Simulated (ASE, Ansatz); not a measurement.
# Localised basis functions on Σ5 (310)[001] symmetric tilt boundary in a ScIr-ScPd solid solution (80 atoms), part 2 of 2

Wanted: errors and times of a linear-scaling basis for Σ5 (310)[001] symmetric tilt boundary in a ScIr-ScPd solid solution (80 atoms). A setting counts as converged where the r.m.s. difference of forces stays under 1 % of the r.m.s. force.

Ansatz 0.2.0; Kohn-Sham DFT, PBE, PAW (set soft_2), plane waves.

The cell: 40 Sc, 11 Pd and 29 Ir. The host structure and its lattice constant were typed by rule, without a check against the phase diagram. Spin–orbit coupling is left out.

So far. Step 3 (Support functions low): Forces differ from the reference by 1.3 meV/Å r.m.s., 0.29 % of their size, well within a tolerance of 1 %; the energy by -1.9 meV/atom. Step 4 (Support functions medium): Forces differ from the reference by 1.2 meV/Å r.m.s., 0.27 % of their size, well within a tolerance of 1 %; the energy by -1.9 meV/atom.

**8. What the reference run shows (continued)**

Electrostatic potential energy in the cb plane at fractional x = 0.000, with atoms of Sc and Ir and Pd within 0.2 Å of it. With pseudopotentials it is smooth inside the atoms' cores, unlike the true potential.

Ten even steps from '0' (-57 eV) to '9' (19 eV), each cell a mean:
```
99999987557899999620038999744589999999999999
99999974114799999864479998400169999999999999
77899974003799999998899997300158998767899999
24789986446899999999999998622479996312589999
01589998888999999999999999877899984000389999
13689999999999999999999999999999985201489986
67899999999999999999999999999999998656899973
99999999987678999999999865689999999999999973
99999999974125899999998510158999999999999986
98878999973004799999998400048999878999999999
87435799975236899999999621269998533689999999
85101689998778999999999876789996200479999889
86213689999999999999999999999997301489997435
98667899999999999999999999999998755799984101
99889999999987778999987899999999999999983001
99999999999974236899742369999999999999996324
99999888999862005898510148999988999999999878
99987556899873126899631258998633589999999999
99985103789987678999875689997200269999999999
99985103799999999999999999997200169998655899
89987546899999999999999999998533589985101489
89999888999999999987789999999888899984000389
89999999999999999742258999999999999996212589
99999999889999999510027999988999999999767899
```
Columns run along c (16.0 Å, from fractional 0.18 to 0.91 of the cell; values clipped at the 3rd and 97th percentile), rows up along b (10.2 Å). Atoms in or near the plane, at fractional coordinates: Sc at (0.18, 0.80), Sc at (0.23, 0.50), Sc at (0.28, 0.20), Sc at (0.32, 0.90), Sc at (0.37, 0.60), Sc at (0.42, 0.30), Ir at (0.87, 0.40), Ir at (0.82, 0.10), Ir at (0.78, 0.80), Pd at (0.73, 0.50), Ir at (0.69, 0.20), Ir at (0.64, 0.90), Ir at (0.59, 0.60), Pd at (0.55, 0.29) and more.

Forces differ by site in this geometry: Sc atoms with 13 neighbours bear 1.2 eV/Å on average, against 0.48 eV/Å for those with 14. Within 0.4 eV of the Fermi level the largest share is Sc d (48 % of the projected weight).

**9. Local order**

These statistics describe the geometry on which the runs were made.

Density 9.74 g/cm³, 18.21 Å³ an atom.

g(r), total and by pair (bins of 0.2 Å):

```
r (Å)  total  Sc-Sc  Sc-Ir  Sc-Pd  Ir-Ir  Ir-Pd  Pd-Pd
 2.70   3.69   0.00   7.30   7.55   0.00   0.00   0.00
 2.90   2.80   0.00   5.64   5.40   0.00   0.00   0.00
 3.10   0.86   1.66   0.00   0.00   1.78   2.17   0.00
 3.30   3.04   6.15   0.00   0.00   5.67   6.56   5.55
 3.50   0.33   0.48   0.20   0.10   0.34   0.60   0.80
 3.70   0.03   0.00   0.04   0.10   0.00   0.00   0.00
 3.90   0.00   0.00   0.00   0.00   0.00   0.00   0.00
 4.10   0.09   0.00   0.18   0.16   0.00   0.00   0.00
 4.30   0.15   0.00   0.37   0.14   0.00   0.00   0.00
 4.50   2.88   5.82   0.00   0.00   5.60   5.58   6.93
 4.70   0.62   1.10   0.07   0.06   1.34   1.17   0.89
 4.90   0.28   0.00   0.56   0.60   0.00   0.00   0.00
 5.10   0.13   0.00   0.25   0.25   0.05   0.00   0.00
 5.30   4.63   0.41   8.76   9.09   0.54   0.26   0.00
 5.50   1.13   1.73   0.41   0.40   1.86   1.94   3.10
 5.70   0.55   1.23   0.00   0.00   1.00   1.08   0.29
 5.90   0.42   0.17   0.64   0.75   0.16   0.26   0.00
 6.10   0.39   0.62   0.15   0.21   0.67   0.54   0.26
 6.30   0.11   0.04   0.19   0.17   0.00   0.00   0.25
 6.50   1.06   2.02   0.11   0.03   2.37   1.29   3.89
 6.70   0.11   0.02   0.21   0.20   0.03   0.00   0.00
 6.90   0.56   0.16   0.92   1.04   0.23   0.07   0.00
 7.10   2.79   1.35   4.31   4.01   1.45   1.41   0.74
 7.30   1.97   3.69   0.31   0.32   3.18   4.30   2.57
 7.50   0.43   0.44   0.38   0.38   0.49   0.62   0.17
 7.70   0.28   0.41   0.20   0.09   0.37   0.37   0.48
 7.90   2.04   3.59   0.45   0.42   3.73   3.41   4.30
```

Bonds by pair of elements; cutoffs follow the first minimum of g(r), held within bounds set by covalent radii, and pairs that aren't listed don't count as bonded (cutoffs were set anew for this text, so counts can differ from the run's own analysis):

```
pair A-B  cutoff (Å)  bonds  mean length (Å)  spread (Å)  shortest (Å)  B about A  A about B
   Sc-Sc        3.61    120             3.24       0.066          3.17          6          6
   Sc-Ir        3.11    203             2.80       0.033          2.71       5.08          7
   Sc-Pd        3.11     77             2.80       0.033          2.73       1.93          7
   Ir-Ir        3.61     59             3.24       0.065          3.16       4.07       4.07
   Ir-Pd        3.61     54             3.25       0.071          3.15       1.86       4.91
   Pd-Pd        3.61      7             3.26       0.082          3.22       1.27       1.27
```

How many atoms have how many bonded neighbours:

```
element  mean  11  12  13  14
     Ir  12.9   4   5   9  11
     Pd  13.2   0   3   3   5
     Sc    13   4   8  12  16
```

By these cutoffs 38 % of Ir atoms have 14, 45 % of Pd atoms have 14 and 40 % of Sc atoms have 14 bonded neighbours.

Local excerpt of 13 atoms (numbers count through the whole input) about Sc7, which has 12 bonded neighbours where the commonest count for Sc is 14; x, y, z are measured from there.

```
atom      x      y      z  distance (Å)  bonds     Fx     Fy  Fz (eV/Å)
 Sc7   0.00   0.00   0.00          0.00     12   0.03  -1.00      -1.50
 Pd2  -1.58   2.03   1.03          2.77     13  -0.06   0.23      -0.03
 Pd6  -1.58  -1.04   2.03          2.78     14  -0.03   0.10       0.01
 Pd4   1.64   2.01   1.04          2.79     13   0.03   0.25      -0.11
Ir34  -1.63  -2.04  -1.02          2.81     12  -0.01   0.30      -0.25
 Ir8   1.63  -1.04   2.04          2.81     14   0.13   0.15      -0.09
Pd36   1.65  -2.06  -1.02          2.83     12  -0.04  -0.04      -0.62
Ir78   0.01  -0.01  -2.92          2.92     11  -0.11  -0.30       0.11
Sc19   0.04   0.99   3.02          3.18     14  -0.02  -0.11       0.68
 Sc5  -3.20   0.02   0.00          3.20     12   0.01  -1.05      -1.39
 Sc3   0.03   3.05  -1.03          3.22     12   0.11   0.02      -0.04
Sc11   0.03  -3.08   1.04          3.25     13  -0.10   0.01      -1.60
 Sc5   3.26   0.02   0.00          3.26     12   0.01  -1.05      -1.39
```

The column of bonds counts only the pairs Sc-Sc within 3.61 Å, Sc-Ir within 3.11 Å, Sc-Pd within 3.11 Å, Ir-Ir within 3.61 Å, Ir-Pd within 3.61 Å, Pd-Pd within 3.61 Å; other neighbours, such as metal atoms beside each other in a compound, aren't counted, and periodic images can show an atom twice.

**10. What came out**

| Quantity | Value |
| --- | --- |
| free energy per atom | -6353.9831 eV/atom |
| density | 9.735 g/cm³ |
| pressure | -2.071 GPa |
| r.m.s. force component | 0.4459 eV/Å |
| wall time of the 3 DFT runs | 12 min |

In words: Against plane waves at 420 eV, the forces differ by 1.2 meV/Å (0.27 %) with support functions medium. Differences between support functions and plane waves include what basis error the plane-wave run still has.

25 levels are partly filled, by over 2 % (on the run's k-points), as in a metal. Forces differ by site in this geometry: Sc atoms with 13 neighbours bear 1.2 eV/Å on average, against 0.48 eV/Å for those with 14. By these cutoffs 38 % of Ir atoms have 14, 45 % of Pd atoms have 14 and 40 % of Sc atoms have 14 bonded neighbours.

Caveats: The geometry was built by rule, was displaced at random and isn't relaxed at this level: its force components are 0.45 eV/Å r.m.s. The pressure of -2.1 GPa belongs to a cell and atoms that aren't relaxed at this level.

[Logs are printed without paths, hosts, clocks, repeated set-up lines and the standing remarks that a program may print on its own settings, such as how far it seeks lower states.]

[Hosts, paths, dates, database ids (printed as entryN), source tags and the programs' standing remarks are cut or masked in the printed files.]
